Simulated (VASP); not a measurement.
GaCuSe2, 8 atoms in the cell. It takes space group I-42d (No. 122, tetragonal). Conventional cell: a = 5.577 Å, b = 5.577 Å, c = 11.080 Å, α = 90.00°, β = 90.00°, γ = 90.00°. Ga (site symmetry -4) has 4 Se at 2.43 Å as nearest neighbours. Cu (site symmetry -4) has 4 Se at 2.38 Å as nearest neighbours. Around Se (site symmetry 2) lie 2 Cu at 2.38 Å and 2 Ga at 2.43 Å. 

| Item | Value |
| --- | --- |
| Program | VASP 6.6.1 |
| Task | band structure |
| Functional | PBE |
| Potentials or basis | VASP PAW PBE potentials, release 64 (Ga_d, Cu, Se) |
| Cutoff | 520 eV |
| k mesh | 10 × 10 × 10 |
| Occupations | methfessel-paxton, width 0.1 eV |
| Spin | no spin polarisation |
| Further INCAR settings | ALGO = Fast; EDIFF = 1e-06 |

Potentials or basis: VASP PAW PBE potentials, release 64 (Ga_d, Cu, Se).

Run with:

```console
$ cat potpaw_PBE.64/Ga_d/POTCAR potpaw_PBE.64/Cu/POTCAR potpaw_PBE.64/Se/POTCAR > POTCAR
$ mpirun -np 4 vasp_std > vasp.out
```

Hardware: 4 MPI ranks on Intel(R) Xeon(R) 6975P-C (Granite Rapids), on a shared host.

Task: Estimate the wall time of this run.

Result: It took 9.8 min on 4 MPI ranks on Intel(R) Xeon(R) 6975P-C (Granite Rapids) (shared host), peak memory 1.1 GiB a rank. Counts: scf iterations 56, k points 102.
